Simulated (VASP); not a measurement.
Set up this calculation in VASP 6.6.1, as the native input.

* Task: band structure
* Functional: r2SCAN
* Potentials or basis: VASP PAW PBE potentials, release 64 (S, W_sv)
* Cutoff: 520 eV
* k mesh: 12 × 12 × 1
* Occupations: gaussian, width 0.03 eV
* Spin: no spin polarisation
* Dipole correction: yes
* Further INCAR settings: ALGO = All; EDIFF = 1e-06; NBANDS = 35

The structure of WS2 lies in POSCAR:

```
WS2                                     
1.0
    3.1569157884      0.0000000000      0.0000000000
   -1.5784578942      2.7339692664      0.0000000000
    0.0000000000      0.0000000000     27.3750000000
  S               W             
     4     2
Direct
     0.3333333300000021    0.6666666699999979    0.3313428950304503
     0.3333333300000021    0.6666666699999979    0.4464617930475996
     0.6666666699999979    0.3333333300000021    0.5535382069524003
     0.6666666699999979    0.3333333300000021    0.6686571049695498
     0.6666666699999979    0.3333333300000021    0.3889361787058061
     0.3333333300000021    0.6666666699999979    0.6110638212941938
```

One way to write it, as run:

INCAR

```
SYSTEM = WS2
PREC     = Accurate       ! precision mode
ENCUT    = 520            ! plane-wave cutoff, eV
EDIFF    = 1E-6           ! SCF threshold, eV
ISMEAR   = 0              ! smearing method
SIGMA    = 0.03           ! smearing width, eV
LREAL    = .FALSE.        ! projectors in reciprocal space
LASPH    = .TRUE.         ! aspherical terms in the spheres
NELM     = 120            ! most SCF steps
ALGO     = All            ! electronic algorithm
ISIF     = 2              ! what is computed and relaxed
LWAVE    = .FALSE.        ! write WAVECAR
LCHARG   = .FALSE.        ! write CHGCAR
LMAXMIX  = 4              ! l up to which the mixer works
LDIPOL   = .TRUE.       
IDIPOL   = 3            
DIPOL    = 0.5 0.5 0.500
METAGGA  = R2SCAN         ! meta-GGA
LMIXTAU  = .TRUE.       
NBANDS   = 35             ! bands
LVHAR    = .TRUE.       
LVACPOTAV= .TRUE.       
AMIN     = 0.01         
KPAR     = 4
```

KPOINTS

```
Automatic mesh
0
G
  12 12 1
  0 0 0
```

KPOINTS_OPT

```
explicit points
67
Reciprocal
 0.0000000000  0.0000000000  0.0000000000 1
 0.0357142900  0.0000000000  0.0000000000 1
 0.0714285700  0.0000000000  0.0000000000 1
 0.1071428600  0.0000000000  0.0000000000 1
 0.1428571400  0.0000000000  0.0000000000 1
 0.1785714300  0.0000000000  0.0000000000 1
 0.2142857100  0.0000000000  0.0000000000 1
 0.2500000000  0.0000000000  0.0000000000 1
 0.2857142900  0.0000000000  0.0000000000 1
 0.3214285700  0.0000000000  0.0000000000 1
 0.3571428600  0.0000000000  0.0000000000 1
 0.3928571400  0.0000000000  0.0000000000 1
 0.4285714300  0.0000000000  0.0000000000 1
 0.4642857100  0.0000000000  0.0000000000 1
 0.5000000000  0.0000000000  0.0000000000 1
 0.4791666700  0.0416666700  0.0000000000 1
 0.4583333300  0.0833333300  0.0000000000 1
 0.4375000000  0.1250000000  0.0000000000 1
 0.4166666700  0.1666666700  0.0000000000 1
 0.3958333300  0.2083333300  0.0000000000 1
 0.3750000000  0.2500000000  0.0000000000 1
 0.3541666700  0.2916666700  0.0000000000 1
 0.3333333300  0.3333333300  0.0000000000 1
 0.3137254900  0.3137254900  0.0000000000 1
 0.2941176500  0.2941176500  0.0000000000 1
 0.2745098000  0.2745098000  0.0000000000 1
 0.2549019600  0.2549019600  0.0000000000 1
 0.2352941200  0.2352941200  0.0000000000 1
 0.2156862700  0.2156862700  0.0000000000 1
 0.1960784300  0.1960784300  0.0000000000 1
 0.1764705900  0.1764705900  0.0000000000 1
 0.1568627500  0.1568627500  0.0000000000 1
 0.1372549000  0.1372549000  0.0000000000 1
 0.1176470600  0.1176470600  0.0000000000 1
 0.0980392200  0.0980392200  0.0000000000 1
 0.0784313700  0.0784313700  0.0000000000 1
 0.0588235300  0.0588235300  0.0000000000 1
 0.0392156900  0.0392156900  0.0000000000 1
 0.0196078400  0.0196078400  0.0000000000 1
 0.0000000000  0.0000000000  0.0000000000 1
 0.0000000000  0.0000000000  0.0000000000 1
 0.0060733500 -0.0030366800  0.0000000000 1
-0.0060733500  0.0030366800  0.0000000000 1
 0.0177139500 -0.0088569700  0.0000000000 1
-0.0177139500  0.0088569700  0.0000000000 1
 0.0000000000  0.0052596800  0.0000000000 1
-0.0000000000 -0.0052596800  0.0000000000 1
 0.0000000000  0.0153407300  0.0000000000 1
-0.0000000000 -0.0153407300  0.0000000000 1
 0.5000000000  0.0000000000  0.0000000000 1
 0.5060733500 -0.0030366800  0.0000000000 1
 0.4939266500  0.0030366800  0.0000000000 1
 0.5177139500 -0.0088569700  0.0000000000 1
 0.4822860500  0.0088569700  0.0000000000 1
 0.5000000000  0.0052596800  0.0000000000 1
 0.5000000000 -0.0052596800  0.0000000000 1
 0.5000000000  0.0153407300  0.0000000000 1
 0.5000000000 -0.0153407300  0.0000000000 1
 0.3333333300  0.3333333300  0.0000000000 1
 0.3394066800  0.3302966500  0.0000000000 1
 0.3272599800  0.3363700100  0.0000000000 1
 0.3510472800  0.3244763600  0.0000000000 1
 0.3156193800  0.3421903000  0.0000000000 1
 0.3333333300  0.3385930100  0.0000000000 1
 0.3333333300  0.3280736500  0.0000000000 1
 0.3333333300  0.3486740600  0.0000000000 1
 0.3333333300  0.3179926000  0.0000000000 1
```

Potentials or basis: VASP PAW PBE potentials, release 64 (S, W_sv).

Run with:

```console
$ cat potpaw_PBE.64/S/POTCAR potpaw_PBE.64/W_sv/POTCAR > POTCAR
$ mpirun -np 4 vasp_std > vasp.out
```

Results of the run:

```json
{
 "Largest force": "0.281 eV/Å",
 "Band gap on the k mesh": "1.49 eV, indirect (least direct gap 2.01 eV)",
 "Band gap along the path": "1.49 eV, indirect (least direct gap 2.01 eV)",
 "Ionisation potential of the upper face": "5.42 eV"
}
```

Caveat: the PAW data sets were made with another functional, which shifts forces and pressure a little; spin-orbit coupling is left out, which moves the levels of the heavy elements.

Wall time 8.5 min on 4 MPI ranks on AMD EPYC 9R45 96-Core Processor (Zen 5) (shared host), peak memory 0.56 GiB a rank.
